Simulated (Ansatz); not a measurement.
BN: a vibration from a frozen displacement

Level of theory: DFT r2SCAN, scalar-relativistic, plane waves, PAW (Ansatz 0.2.0). The runs took a 500 eV cutoff, a Γ-centred 6×6×6 mesh and Gaussian smearing (0.05 eV). No spin polarisation. Energies are free energies at this smearing, counted from the undisturbed cell; pressure is positive in compression.

The undisturbed cell (as given, not relaxed at this level; it stands at -5.2 GPa):

```
B N
1.0
     3.62600    0.00000    0.00000
     0.00000   -3.62600    0.00000
     0.00000    0.00000   -3.62600
B N
4 4
Direct
  0.00000 0.50000 0.50000
  0.50000 0.00000 0.50000
  0.50000 0.50000 0.00000
  0.00000 0.00000 0.00000
  0.75000 0.75000 0.75000
  0.25000 0.25000 0.75000
  0.25000 0.75000 0.25000
  0.75000 0.25000 0.25000
```

Atom 5 (N) is moved by x along the Cartesian unit vector (0.000, 0.000, 1.000); the cell and all other atoms stay fixed. The cell's volume is 47.67 Å³; the moved atoms weigh 14.007 u together and the others 85.261 u. Some rows repeat others by symmetry and weren't run.

| x (Å) | ΔE (meV/cell) | total force on the moved atoms along the move (eV/Å) | pressure (GPa) |
| --- | --- | --- | --- |
| -0.2000 | 703.23 | 6.9235 | -1.5572 |
| -0.1750 | 540.36 | 6.1028 | -2.3885 |
| -0.1500 | 398.24 | 5.2641 | -3.1151 |
| -0.1250 | 277.28 | 4.4101 | -3.7344 |
| -0.1000 | 177.84 | 3.5433 | -4.2441 |
| -0.0750 | 100.20 | 2.6663 | -4.6424 |
| -0.0500 | 44.59 | 1.7818 | -4.9278 |
| -0.0250 | 11.15 | 0.8922 | -5.0995 |
| 0.0000 | 0.00 | 0.0000 | -5.1568 |
| 0.0250 | 11.15 | -0.8922 | -5.0995 |
| 0.0500 | 44.59 | -1.7818 | -4.9278 |
| 0.0750 | 100.20 | -2.6663 | -4.6424 |
| 0.1000 | 177.84 | -3.5433 | -4.2441 |
| 0.1250 | 277.28 | -4.4101 | -3.7344 |
| 0.1500 | 398.24 | -5.2641 | -3.1151 |
| 0.1750 | 540.36 | -6.1028 | -2.3885 |
| 0.2000 | 703.23 | -6.9235 | -1.5572 |

Question: What frequency belongs to this motion?

Answer: The force constant is k = −dF/dx = 35.688 eV/Å², from the parabola through x = -0.0250, 0 and 0.0250. In every cell the moved atoms swing against the rest, so the mass is μ = m₁m₂/(m₁ + m₂) = 12.031 u, and ν̃ = 521.5 cm⁻¹ × √(|k|/μ) = 898 cm⁻¹, at this cell's pressure of -5.2 GPa. The pattern needn't be a normal mode: ν̃² is then a weighted mean of the squared nonzero frequencies at the zone centre of this cell, taken without macroscopic field, so it lies between the lowest and the highest of them.

Question: How far does the harmonic law reach?

Answer: At x = -0.200 Å, kx²/2 = 713.76 meV against the computed 703.23 meV (-1.5 %): the well is still close to harmonic there.

Question: The pressure changes with x². What does that say about the frequency under compression?

Answer: With E = k(V)x²/2, k ∝ V^(−2γ) and x scaling with the cell as V^(1/3), P − P0 = −∂E/∂V = (2γ − 2/3) ΔE/V. At x = 0.0500 Å, V(P − P0) = 47.67 × 0.22900 / 160.2 eV = 68.14 meV and ΔE = 44.59 meV, so γ = 1/3 + V(P − P0)/(2ΔE) = 1.10. This is the Grüneisen parameter of the motion under uniform scaling of the cell: shrinking the cell evenly by 1 % in volume raises the frequency by about 1.10 %.

The force constant of 35.688 eV/Å² reflects the short, strongly directional sp³ bonds of zinc-blende BN: moving one N atom against its tetrahedron of B neighbours both stretches bonds and bends angles. With two light elements, this stiffness gives a high frequency. The value of 898 cm⁻¹ nevertheless lies below the well-known Raman-active optical mode of cubic BN, as expected, since displacing a single N in this cell also mixes in zone-boundary modes, including softer acoustic ones.

The exact evenness of the well follows from the tetrahedral site symmetry, which forbids a cubic term along a cube axis. The slight softening at large x is therefore of quartic or higher even order. Along a bond the cubic term is allowed, so the near-harmonic behaviour found here can't be carried over to that direction.

The positive Grüneisen parameter fits bonds that stiffen as they shorten. Because the cell is under tension, relaxing it at this level would probably raise the frequency somewhat.
